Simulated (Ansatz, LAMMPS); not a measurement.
# Relaxing amorphous TiO2 at 3.19 g/cm^3 (84 atoms), part 3 of 4

Aim: bring amorphous TiO2 at 3.19 g/cm^3 (84 atoms) to a nearby minimum of the energy and see what moves.

Ansatz 0.2.0; Kohn-Sham DFT, PBE, PAW (set soft_2), plane waves.

The cell: 28 Ti and 56 O. The quench rate of 50 K/ps far exceeds what a furnace or splat quench reaches. The starting topology of bonds comes from the classical model. Only the Γ point is sampled in the main run, in a cell whose shortest periodic width is 11 Å.

So far. Step 4 (Relaxation): The relaxation changed the energy by -43.2 meV/atom, and atoms moved by 0.20 Å r.m.s., 0.55 Å at most.

### 6. Single point at the relaxed geometry

The electronic structure is read at the final geometry, in a run of its own.

input.yaml reads:

```yaml
crystal:
  lattice:
    - [10.5139, 0.0, 0.0]
    - [0.0, 10.5139, 0.0]
    - [0.0, 0.0, 10.5139]
  atoms:
    - { symbol: Ti, position: [0.11708, 0.0823, 0.9041] }
    - { symbol: Ti, position: [0.90132, 0.76601, 0.10903] }
    - { symbol: Ti, position: [0.91269, 0.5835, 0.35184] }
    - { symbol: Ti, position: [0.05688, 0.43874, 0.76646] }
    - { symbol: Ti, position: [0.67561, 0.09338, 0.4273] }
    - { symbol: Ti, position: [0.99361, 0.40209, 0.10222] }
    - { symbol: Ti, position: [0.86105, 0.10298, 0.11472] }
    - { symbol: Ti, position: [0.61439, 0.04814, 0.90542] }
    - { symbol: Ti, position: [0.64348, 0.45686, 0.79639] }
    - { symbol: Ti, position: [0.63004, 0.42536, 0.3662] }
    - { symbol: Ti, position: [0.17022, 0.88209, 0.56805] }
    - { symbol: Ti, position: [0.41833, 0.10739, 0.64867] }
    - { symbol: Ti, position: [0.69167, 0.77071, 0.39287] }
    - { symbol: Ti, position: [0.41669, 0.08319, 0.22087] }
    - { symbol: Ti, position: [0.97647, 0.06841, 0.40792] }
    - { symbol: Ti, position: [0.58673, 0.7655, 0.09927] }
    - { symbol: Ti, position: [0.2592, 0.79256, 0.84134] }
    - { symbol: Ti, position: [0.23791, 0.61662, 0.40875] }
    - { symbol: Ti, position: [0.501, 0.67669, 0.66185] }
    - { symbol: Ti, position: [0.68418, 0.34099, 0.04638] }
    - { symbol: Ti, position: [0.8452, 0.68658, 0.79067] }
    - { symbol: Ti, position: [0.35543, 0.43984, 0.59578] }
    - { symbol: Ti, position: [0.85194, 0.31548, 0.56374] }
    - { symbol: Ti, position: [0.32127, 0.57647, 0.07162] }
    - { symbol: Ti, position: [0.87155, 0.99287, 0.6808] }
    - { symbol: Ti, position: [0.18865, 0.29066, 0.3531] }
    - { symbol: Ti, position: [0.38201, 0.26856, 0.94108] }
    - { symbol: Ti, position: [0.18691, 0.86613, 0.24882] }
    - { symbol: O, position: [0.47581, 0.63995, 0.04882] }
    - { symbol: O, position: [0.24169, 0.4336, 0.43853] }
    - { symbol: O, position: [0.31981, 0.18171, 0.32379] }
    - { symbol: O, position: [0.02027, 0.12301, 0.04299] }
    - { symbol: O, position: [0.73094, 0.02394, 0.78431] }
    - { symbol: O, position: [0.23188, 0.81044, 0.41698] }
    - { symbol: O, position: [0.94964, 0.56858, 0.72353] }
    - { symbol: O, position: [0.86235, 0.75057, 0.31185] }
    - { symbol: O, position: [0.85336, 0.81984, 0.68554] }
    - { symbol: O, position: [0.23041, 0.20958, 0.86995] }
    - { symbol: O, position: [0.84752, 0.93176, 0.09703] }
    - { symbol: O, position: [0.37259, 0.26637, 0.61598] }
    - { symbol: O, position: [0.73346, 0.69176, 0.09134] }
    - { symbol: O, position: [0.33592, 0.93215, 0.18805] }
    - { symbol: O, position: [0.15561, 0.77748, 0.70288] }
    - { symbol: O, position: [0.55227, 0.33577, 0.90758] }
    - { symbol: O, position: [0.92114, 0.73207, 0.93782] }
    - { symbol: O, position: [0.48053, 0.49942, 0.71421] }
    - { symbol: O, position: [0.27617, 0.62453, 0.23817] }
    - { symbol: O, position: [0.7448, 0.93215, 0.44142] }
    - { symbol: O, position: [0.70524, 0.15118, 0.02192] }
    - { symbol: O, position: [0.57553, 0.07993, 0.28389] }
    - { symbol: O, position: [0.57507, 0.79717, 0.27143] }
    - { symbol: O, position: [0.90704, 0.42827, 0.4479] }
    - { symbol: O, position: [0.35322, 0.62958, 0.55142] }
    - { symbol: O, position: [0.55118, 0.07293, 0.54827] }
    - { symbol: O, position: [0.84291, 0.12606, 0.55107] }
    - { symbol: O, position: [0.94842, 0.55229, 0.18132] }
    - { symbol: O, position: [0.06494, 0.21108, 0.44478] }
    - { symbol: O, position: [0.47254, 0.11033, 0.81689] }
    - { symbol: O, position: [0.41877, 0.78649, 0.76912] }
    - { symbol: O, position: [0.32841, 0.40911, 0.02594] }
    - { symbol: O, position: [0.21667, 0.45833, 0.70238] }
    - { symbol: O, position: [0.12096, 0.34239, 0.20536] }
    - { symbol: O, position: [0.5936, 0.74786, 0.54135] }
    - { symbol: O, position: [0.66857, 0.63613, 0.77051] }
    - { symbol: O, position: [0.09352, 0.00146, 0.29821] }
    - { symbol: O, position: [0.28016, 0.00275, 0.61652] }
    - { symbol: O, position: [0.75303, 0.45743, 0.93807] }
    - { symbol: O, position: [0.21502, 0.94043, 0.92083] }
    - { symbol: O, position: [0.99933, 0.04325, 0.78255] }
    - { symbol: O, position: [0.72673, 0.37842, 0.67192] }
    - { symbol: O, position: [0.07564, 0.78869, 0.14766] }
    - { symbol: O, position: [0.72281, 0.57806, 0.38826] }
    - { symbol: O, position: [0.60896, 0.39706, 0.18895] }
    - { symbol: O, position: [0.57706, 0.90594, 0.9905] }
    - { symbol: O, position: [0.85063, 0.10998, 0.28999] }
    - { symbol: O, position: [0.97853, 0.3094, 0.68774] }
    - { symbol: O, position: [0.70128, 0.27767, 0.43348] }
    - { symbol: O, position: [0.06839, 0.62486, 0.42582] }
    - { symbol: O, position: [0.85207, 0.30366, 0.11894] }
    - { symbol: O, position: [0.48996, 0.4419, 0.44869] }
    - { symbol: O, position: [0.01212, 0.94914, 0.54026] }
    - { symbol: O, position: [0.04687, 0.42275, 0.94207] }
    - { symbol: O, position: [0.23298, 0.66048, 0.94925] }
    - { symbol: O, position: [0.42523, 0.16269, 0.0667] }
kpoints:
  mp_grid: { grid: [1, 1, 1] }
hamiltonian:
  xc: pbe
scf:
  occupations: { method: fermi_dirac, width: 0.025 }
output:
  forces: true
  stress: true
  populations: true
  dos:
    method: { smearing: { sigma: 0.08 } }
    de: 0.05
    projected: { site_lists: { O: [O], Ti: [Ti] } }
  eigenvalues: true
  write_density: true
  write_potential: true
  volumetric_format: npy
```

On the command line:

```console
$ ansatz run input.yaml --threads 4 --pin off --max-ram 8192MiB --backend cpu --events-out ev --progress --plain --runs-dir out
```

Numbers of over 12 decimals in the logs are rounded to 6 here.

Log:

```text
[...]
Crystal: 84 atoms, lattice volume = 1162.229 Å³
Basis set: ecut = 420 eV, 22743 PW (Γ), exchange–correlation on 144×144×144 points (8 copies of the dense FFT grid, shifted against one another)
Bands: 420, of which v1, the nominal top of the filled ones, is band 336 counted from 1 (335 counted from 0)
Symmetry: 1 space group operations
[...]
k-points: 1
[...]
SCF iter   1: F=—  HF=-101877.039217 eV  |F-HF|=—  |Δ(HF+E_count)|=         —  Δρ=4.15e-3  dr2=2.22e-1  ethr=1.77e-3  ⟨swp⟩=5.0  Hψ=1554  notcnv=0  defer=38
[...]
SCF iter  12: F=-101877.025196 eV  HF=-101877.025196 eV  |F-HF|=7.51e-9  |Δ(HF+E_count)|=   7.32e-8  Δρ=1.88e-6  dr2=5.32e-8  ethr=1.49e-11  ⟨swp⟩=14.0  Hψ=2686  notcnv=0
SCF 1 converged in 12 iterations: F = -101877.025196 eV  dr2 = 5.32e-8
[...]
SCF converged after 12 iterations
Free energy (F): -101877.025196 eV
[...]
Internal energy: -101877.025196 eV  (E = F + TS)
E sigma→0 (E₀):  -101877.025196 eV
Fermi energy:    6.275552 eV
[...]
--- Forces (eV/Å), atoms counted from 1 ---
  atom   1  Ti     0.01131911    -0.01654784    -0.00539158
  atom   2  Ti     0.02053182    -0.00558522    -0.02356604
  atom   3  Ti     0.01719708    -0.01505215     0.00493125
  atom   4  Ti     0.00548467     0.00877354    -0.00250042
  atom   5  Ti    -0.01142233     0.01609329     0.00183425
  atom   6  Ti     0.01378853    -0.00921613    -0.01677441
  atom   7  Ti     0.00375600     0.00277146     0.00133992
  atom   8  Ti     0.00015764    -0.00423658    -0.00408165
  atom   9  Ti    -0.01155457     0.01830089     0.00883120
  atom  10  Ti    -0.01548241    -0.02172039     0.00161285
  atom  11  Ti    -0.00134122    -0.01383479     0.00978759
  atom  12  Ti    -0.01571329     0.00297270    -0.00007014
  atom  13  Ti    -0.00813273     0.00181870     0.01812396
  atom  14  Ti    -0.00857012    -0.00008629    -0.00932871
[...]
atom  83  O      0.00283632    -0.00025827     0.00124796
  atom  84  O      0.00653229    -0.01262611     0.01392164
  max |Σ_I F_I| component: 1.59e-4 eV/Å
--- Stress (GPa, compression-positive) ---
        1.101167      -0.233847       0.205442
       -0.233847       2.793145      -0.241997
        0.205442      -0.241997       0.564231
  P = ⅓ Tr σ = 1.4862 GPa (14.862 kbar)
--- Band table (eV) ---
[...]
--- Löwdin populations: 84 sites ---
  site symbol       q [e]
     0     Ti     10.6579
     1     Ti     10.6577
     2     Ti     10.6748
[...]
83      O      6.5864
  spilling = 0.003444 (of n_electrons = 672.000000)
```

The job ended after 27 s (4 threads of Arm Neoverse V1, shared host; peak memory 1.6 GiB).

The run gave:

- free energy: -101877.0252 eV
- free energy per atom: -1212.8217 eV/atom
- SCF cycles: 12
- pressure: 1.486 GPa
- r.m.s. force component: 0.00953 eV/Å
- longest force: 0.04305 eV/Å
- Fermi energy: 6.276 eV
- gap (highest filled to lowest empty level): 2.792 eV
- spilling of the projection: 0.003444

Löwdin charges by element and coordination (they lack the spilled electrons, 0.028 e an atom on average):

| element | coordination | atoms | mean charge (e) | spread | least | most |
| --- | --- | --- | --- | --- | --- | --- |
| O | all | 56 | -0.625 | 0.0423 | -0.728 | -0.567 |
| O | 2 | 40 | -0.604 | 0.0238 | -0.675 | -0.567 |
| O | 3 | 15 | -0.676 | 0.0253 | -0.718 | -0.633 |
| O | 4 | 1 | -0.728 | 0 | -0.728 | -0.728 |
| Ti | all | 28 | 1.33 | 0.0124 | 1.31 | 1.36 |
| Ti | 4 | 14 | 1.33 | 0.0112 | 1.31 | 1.35 |
| Ti | 5 | 11 | 1.33 | 0.0144 | 1.31 | 1.36 |
| Ti | 6 | 3 | 1.33 | 0.0086 | 1.32 | 1.34 |

States in the cell by windows of 0.5 eV, zero at the Fermi level; the larger projections on atomic orbitals stand beside the total:

| from (eV) | to (eV) | total | O p | Ti d |
| --- | --- | --- | --- | --- |
| -10 | -6 | 0.0 | 0.0 | 0.0 |
| -6 | -5.5 | 11.7 | 8.3 | 2.6 |
| -5.5 | -5 | 32.0 | 22.0 | 8.5 |
| -5 | -4.5 | 66.4 | 46.2 | 17.3 |
| -4.5 | -4 | 46.1 | 34.7 | 9.6 |
| -4 | -3.5 | 34.8 | 27.6 | 6.1 |
| -3.5 | -3 | 34.3 | 28.3 | 5.0 |
| -3 | -2.5 | 43.6 | 37.9 | 4.6 |
| -2.5 | -2 | 38.7 | 35.3 | 2.7 |
| -2 | -1.5 | 23.4 | 21.8 | 1.2 |
| -1.5 | -1 | 5.0 | 4.7 | 0.3 |
| -1 | 1 | 0.0 | 0.0 | 0.0 |
| 1 | 1.5 | 3.7 | 0.3 | 3.4 |
| 1.5 | 2 | 33.7 | 2.5 | 30.1 |
| 2 | 2.5 | 36.6 | 4.3 | 30.6 |
| 2.5 | 3 | 35.2 | 5.5 | 27.4 |

Between -26 and -10 eV lie 112 more states.

The stored curve holds about 448 of the 672 electrons; the rest, give or take the few that broadening carries across the Fermi level, lie in deeper levels below its range.

The levels nearest the highest filled one (over half full), pooled over k-points and spins:

| level less the highest filled one (eV) | occupation |
| --- | --- |
| -0.302 | 2 |
| -0.242 | 2 |
| -0.188 | 2 |
| -0.111 | 2 |
| -0.0177 | 2 |
| 0 | 2 |
| 2.79 | 0 |
| 2.89 | 0 |
| 2.92 | 0 |
| 2.97 | 0 |
| 3.01 | 0 |
| 3.04 | 0 |

Electrostatic potential energy in the ac plane at fractional y = 0.440, with atoms of Ti and O within 0.2 Å of it. With pseudopotentials it is smooth inside the atoms' cores, unlike the true potential.

Ten even steps from '_' (-33 eV) to '@' (12 eV), each cell a mean:
```
::__..##@@@@@@@@@@****%%@@@@@@@@@@@@@@%%%%==__..**@@@@@@@@%%
..____**@@@@@@@@@@@@@@@@@@@@@@@@@@@@%%%%%%::____==@@@@@@@@%%
**==++%%@@@@@@@@@@@@@@@@@@@@@@@@@@%%**++**++--==%%@@@@@@@@@@
**====**%%@@@@@@@@@@@@@@@@@@@@@@%%++::....==##@@@@@@@@@@@@%%
::____::**%%@@@@@@@@@@@@@@@@@@@@##--______::##%%@@@@@@@@%%**
..____..++**++**@@@@@@@@@@@@%%%%##==..____--##@@@@@@@@@@%%++
::....--**::____++%%%%%%%%##++**%%##++====**##@@@@@@@@@@%%**
##++++##%%--____++**==++**####%%@@@@%%%%%%****%%@@@@@@@@@@%%
@@%%%%@@@@%%****++::____::**%%@@@@@@@@@@@@%%##@@@@@@@@@@@@@@
@@@@@@@@@@@@@@%%==________++%%@@@@@@@@@@@@@@@@@@@@%%%%@@@@@@
@@@@@@@@@@@@@@%%**::____::**%%@@@@@@@@@@@@@@@@@@@@%%%%@@@@@@
@@@@@@@@@@@@%%####**++++**##++**%%@@@@@@@@@@@@@@@@%%##++##@@
@@@@@@@@@@%%::__..##%%%%%%--____--%%######%%@@@@@@##..__..##
@@@@@@@@@@**______**@@@@@@--____::++--::==##%%@@@@##..__..##
@@@@@@@@@@%%++--++@@@@@@@@%%**++++::____..==%%@@@@@@##++##@@
@@@@@@@@@@@@@@@@@@@@@@@@@@@@@@%%**::____..==%%@@@@@@@@@@@@@@
@@@@@@@@@@@@@@@@@@@@@@@@@@@@@@@@%%++--::==##%%@@@@@@@@@@@@@@
@@@@@@@@@@@@@@@@@@@@@@@@@@@@@@@@@@%%####%%%%@@@@@@@@@@@@@@@@
%%%%@@@@@@@@@@@@@@@@@@@@@@@@@@@@@@++--++%%@@@@@@@@@@@@@@%%%%
++**%%@@@@@@@@@@@@@@@@@@@@@@@@@@@@==..==%%@@@@@@@@@@@@%%##++
..--**%%@@@@@@@@@@@@@@@@@@@@@@@@@@%%**##%%@@@@@@@@@@%%##--..
__::++%%@@@@@@@@@@####%%@@@@@@@@@@@@@@%%%%%%%%@@@@@@%%**::__
::==##%%@@@@@@@@**::..++@@@@@@@@@@@@%%######%%@@@@@@%%##==::
****##@@@@@@@@@@**____==@@@@@@@@@@@@%%%%######%%@@@@@@%%####
```
Columns run along a (10.5 Å; values clipped at the 3rd and 97th percentile), rows up along c (10.5 Å). Atoms in or near the plane, at fractional coordinates: Ti at (0.06, 0.77), Ti at (0.64, 0.80), Ti at (0.63, 0.37), Ti at (0.36, 0.60), O at (0.24, 0.44), O at (0.91, 0.45), O at (0.22, 0.70), O at (0.75, 0.94), O at (0.49, 0.45), O at (0.05, 0.94).

Valence density in the ac plane at fractional y = 0.440, with atoms of Ti and O within 0.2 Å of it. It is the smooth field of the valence electrons, not physical close to the nuclei.

Values in e/Å³, 13 rows by 16 columns, each cell a mean:
```
4.1 3.1 0.3 0.1 0.3 0.8 0.3 0.1 0.1 0.1 0.3 2.7 4.2 0.5 0.1 0.5
1.4 1.2 0.2 0.0 0.0 0.0 0.0 0.1 0.2 0.6 1.4 1.3 1.5 0.2 0.0 0.2
4.6 5.1 0.6 0.4 0.2 0.0 0.1 0.2 0.3 2.6 7.7 2.1 0.1 0.0 0.0 0.3
3.4 4.0 1.4 4.4 1.7 0.2 0.3 1.2 0.9 0.6 1.8 1.1 0.4 0.1 0.1 0.3
0.1 0.1 0.5 1.9 1.3 4.0 2.8 0.5 0.3 0.1 0.2 0.9 0.6 0.1 0.1 0.1
0.0 0.0 0.1 0.2 0.9 5.9 4.2 0.3 0.2 0.0 0.0 0.1 0.1 0.1 0.2 0.1
0.1 0.0 0.2 1.9 2.0 0.6 0.5 2.6 2.5 0.4 0.1 0.1 0.1 0.7 3.1 1.3
0.1 0.0 0.3 3.3 3.4 0.4 0.3 2.9 3.1 2.6 4.0 0.6 0.1 0.8 3.7 1.6
0.0 0.0 0.1 0.3 0.3 0.1 0.0 0.2 0.3 3.3 5.8 0.9 0.1 0.1 0.2 0.1
0.1 0.1 0.1 0.1 0.0 0.0 0.0 0.0 0.1 0.8 0.8 0.1 0.0 0.0 0.1 0.1
0.6 0.2 0.2 0.1 0.0 0.0 0.0 0.0 0.3 2.1 1.7 0.2 0.0 0.1 0.2 0.6
4.1 0.4 0.1 0.1 0.3 0.7 0.2 0.0 0.1 0.4 0.4 0.1 0.1 0.1 0.3 3.6
1.4 0.5 0.1 0.1 1.4 3.9 0.9 0.1 0.0 0.1 0.2 0.5 0.5 0.1 0.1 0.8
```
Columns run along a (10.5 Å), rows up along c (10.5 Å). Atoms in or near the plane, at fractional coordinates: Ti at (0.06, 0.77), Ti at (0.64, 0.80), Ti at (0.63, 0.37), Ti at (0.36, 0.60), O at (0.24, 0.44), O at (0.91, 0.45), O at (0.22, 0.70), O at (0.75, 0.94), O at (0.49, 0.45), O at (0.05, 0.94).

Mean Löwdin charges: O -0.63, Ti +1.33 e (they miss 0.34 % of the electrons, so they add up to more than the cell's charge). The largest share in the top eV of filled states is O p (93 % of the projected weight), and in the lowest eV of empty states Ti d (89 % of the projected weight).

The surroundings of Ti2, which has 6 bonded neighbours where the commonest count for Ti is 4, nearest first, numbered as they follow in the input and with coordinates relative to it.

| atom | x | y | z | distance (Å) | bonds | Löwdin charge (e) |
| --- | --- | --- | --- | --- | --- | --- |
| Ti2 | 0.00 | 0.00 | 0.00 | 0.00 | 6 | 1.34 |
| O39 | -0.57 | 1.74 | -0.13 | 1.84 | 2 | -0.58 |
| O45 | 0.21 | -0.36 | -1.80 | 1.85 | 2 | -0.59 |
| O71 | 1.83 | 0.24 | 0.41 | 1.89 | 2 | -0.60 |
| O41 | -1.76 | -0.78 | -0.19 | 1.94 | 2 | -0.57 |
| O36 | -0.41 | -0.16 | 2.13 | 2.18 | 3 | -0.69 |
| O56 | 0.50 | -2.25 | 0.76 | 2.42 | 3 | -0.64 |
| Ti3 | 0.12 | -1.92 | 2.55 | 3.20 | 5 | 1.33 |
| Ti16 | -3.31 | -0.01 | -0.10 | 3.31 | 4 | 1.31 |
| Ti21 | -0.59 | -0.84 | -3.35 | 3.50 | 4 | 1.34 |
| Ti28 | 3.00 | 1.05 | 1.47 | 3.50 | 4 | 1.32 |
| Ti7 | -0.42 | 3.54 | 0.06 | 3.57 | 5 | 1.35 |

The column of bonds counts only the pairs O-Ti within 2.64 Å; other neighbours, such as metal atoms beside each other in a compound, aren't counted, and periodic images can show an atom twice.

### 7. K-mesh 2×2×2

A denser mesh tests the sampling of the Brillouin zone.

Edit input.yaml of step 6 so:

```diff
@@ -8,3 +8,3 @@
 kpoints:
-  mp_grid: { grid: [1, 1, 1] }
+  mp_grid: { grid: [2, 2, 2] }
 hamiltonian:
@@ -22,4 +22 @@
   eigenvalues: true
-  write_density: true
-  write_potential: true
-  volumetric_format: npy
```

Log:

```text
[...]
Crystal: 84 atoms, lattice volume = 1162.229 Å³
Basis set: ecut = 420 eV, 22743 PW (Γ), exchange–correlation on 144×144×144 points (8 copies of the dense FFT grid, shifted against one another)
Bands: 420, of which v1, the nominal top of the filled ones, is band 336 counted from 1 (335 counted from 0)
Symmetry: 1 space group operations
[...]
k-points: 8
[...]
SCF iter   1: F=—  HF=-101877.066471 eV  |F-HF|=—  |Δ(HF+E_count)|=         —  Δρ=4.14e-3  dr2=2.25e-1  ethr=1.77e-3  ⟨swp⟩=5.0  Hψ=12365  notcnv=0  defer=304
[...]
SCF iter  11: F=—  HF=-101877.051246 eV  |F-HF|=—  |Δ(HF+E_count)|=   2.26e-7  Δρ=3.13e-6  dr2=1.43e-7  ethr=7.75e-11  ⟨swp⟩=2.0  Hψ=4114  notcnv=0  defer=598
SCF iter  12: F=-101877.051246 eV  HF=-101877.051246 eV  |F-HF|=5.60e-9  |Δ(HF+E_count)|=   7.21e-8  Δρ=1.86e-6  dr2=5.20e-8  ethr=1.49e-11  ⟨swp⟩=10.2  Hψ=13375  notcnv=0
SCF 1 converged in 12 iterations: F = -101877.051246 eV  dr2 = 5.20e-8
[...]
SCF converged after 12 iterations
Free energy (F): -101877.051246 eV
[...]
Internal energy: -101877.051246 eV  (E = F + TS)
E sigma→0 (E₀):  -101877.051246 eV
Fermi energy:    6.283252 eV
[...]
Σ components = -101877.051246   (vs F -101877.051246, Δ=0.00e0)
--- Forces (eV/Å), atoms counted from 1 ---
  atom   1  Ti     0.01443849    -0.01580862    -0.02287295
  atom   2  Ti     0.02996465    -0.01025137    -0.03537149
  atom   3  Ti     0.03476314     0.00370101    -0.00072732
  atom   4  Ti     0.01359560     0.01191863     0.00888080
[...]
atom  84  O      0.01335516    -0.01398309     0.01195412
  max |Σ_I F_I| component: 1.63e-4 eV/Å
--- Stress (GPa, compression-positive) ---
        1.106710      -0.230704       0.217727
       -0.230704       2.766228      -0.234422
        0.217727      -0.234422       0.545725
  P = ⅓ Tr σ = 1.4729 GPa (14.729 kbar)
--- Band table (eV; the first three rows and the last of 8) ---
[...]
--- Löwdin populations: 84 sites ---
  site symbol       q [e]
     0     Ti     10.6576
     1     Ti     10.6570
     2     Ti     10.6741
[...]
83      O      6.5867
  spilling = 0.003437 (of n_electrons = 672.000000)
```

It took 4.2 min on 4 threads; peak memory 6.1 GiB; 17 min of CPU time.

The program notes that it cut back its work space to fit the memory limit.

Geometry and reference: those of the single point at the relaxed geometry.

Forces differ from those of the single point at the relaxed geometry by 9.0 meV/Å r.m.s.; the energy by -0.31 meV/atom and the gap by -0.10 eV. It took 4.2 min and 12 cycles; the reference's time can't be set against it, since the two runs asked for unlike analyses.

(Continued in part 4 of 4.)

[Logs are printed without paths, hosts, clocks, repeated set-up lines and the standing remarks that a program may print on its own settings, such as how far it seeks lower states.]

[Hosts, paths, dates, database ids (printed as entryN), source tags and the programs' standing remarks are cut or masked in the printed files.]
